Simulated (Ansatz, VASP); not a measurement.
C: VASP beside Ansatz

INCAR

```
PREC = Accurate
ENCUT = 520
EDIFF = 1E-6
ISMEAR = 0
SIGMA = 0.05
LREAL = False
LASPH = True
NELM = 100
ALGO = Normal
ISIF = 2
LWAVE = False
LCHARG = False
GGA = PE
NBANDS = 11
```

The input KPOINTS:

```
Automatic mesh
0
Gamma
  12 12 12
```

Contents of POSCAR:

```
C
1.0
    0.0000000000      1.7120640000      1.9260720000
    1.7120640000      0.0000000000      1.9260720000
    1.7120640000      1.7120640000      0.0000000000
C
2
Direct
    0.5000000000      0.5000000000      0.5000000000
    0.7500000000      0.7500000000      0.7500000000
```

Input for Ansatz:

```yaml
crystal:
  lattice:
    - [0.0, 1.712064, 1.926072]
    - [1.712064, 0.0, 1.926072]
    - [1.712064, 1.712064, 0.0]
  atoms:
    - { symbol: C, position: [0.5, 0.5, 0.5] }
    - { symbol: C, position: [0.75, 0.75, 0.75] }
basis:
  ecutwfc: 420
kpoints:
  mp_grid: { grid: [12, 12, 12] }
hamiltonian:
  xc: pbe
scf:
  occupations: { method: gaussian, width: 0.05 }
output:
  forces: true
  stress: true
  eigenvalues: true
```

Change from the starting cell: strain -0.040 along x and y, +0.080 along z, atoms carried along.

Alike in both runs: task single point; functional PBE; k mesh 12 × 12 × 12; occupations gaussian, width 0.05 eV; no spin polarisation.

|  | VASP | Ansatz |
| --- | --- | --- |
| version | VASP 6.6.1 | Ansatz 0.2.0 |
| potentials or method | VASP PAW PBE potentials, release 64 (C) | scalar-relativistic, plane waves, PAW |
| plane-wave cutoff (eV) | 520 | 420 |
| valence electrons in the cell | 8 | 8 |

Ansatz gave:

| Item | Value |
| --- | --- |
| gap on the k mesh at the Fermi level (eV) | 2.70 |
| least direct gap on the mesh (eV) | 4.58 |
| pressure (GPa) | 4.3 |
| largest component of the traceless stress (GPa) | 81.85 |

Question: Estimate VASP's values.

Answer: gap on the k mesh at the Fermi level (eV): 2.69; least direct gap on the mesh (eV): 4.57; pressure (GPa): 5.0; largest component of the traceless stress (GPa): 81.84.

The functional is the same, so the differences come from potentials, cutoffs and numerics.
